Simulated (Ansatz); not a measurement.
One atom moved over a plane in ZnS

All numbers below come from Ansatz, DFT r2SCAN, scalar-relativistic, plane waves, PAW. The runs took a 500 eV cutoff, a Γ-centred 8×8×8 mesh and Gaussian smearing (0.05 eV). No spin polarisation. Energies are free energies at this smearing, counted from the undisturbed cell; pressure is positive in compression.

Reference structure (relaxed at this level):

```yaml
crystal:
  lattice:
    - [0.00000, 2.69451, 2.69451]
    - [2.69451, 0.00000, 2.69451]
    - [2.69451, 2.69451, 0.00000]
  atoms:
    - { symbol: Zn, position: [0.00000, 0.00000, 0.00000] }
    - { symbol: S, position: [0.75000, 0.75000, 0.75000] }
```

Atom 2 (S) is moved by p along (0.707, 0.707, 0.000) and q along (0.000, 0.000, 1.000) (Å), all else fixed. Points are written (p, q).

Energy above the undisturbed cell in eV/cell (a dash: not computed):

| p \ q | -0.600 | -0.300 | 0.000 | 0.300 | 0.600 |
| --- | --- | --- | --- | --- | --- |
| -0.600 | 0.63 | 0.51 | 1.38 | 3.94 | 8.72 |
| -0.300 | 0.84 | 0.29 | ? | 1.01 | ? |
| 0.000 | 0.95 | ? | 0.00 | ? | 0.95 |
| 0.300 | 0.84 | 0.29 | ? | 1.01 | ? |
| 0.600 | 0.63 | 0.51 | 1.38 | 3.94 | 8.72 |

(1) Fill in the withheld energies.

Results:

(1) (-0.300, 0.000): 0.29; (-0.300, 0.600): 2.46; (0.000, -0.300): 0.26; (0.000, 0.300): 0.26; (0.300, 0.000): 0.29; (0.300, 0.600): 2.46.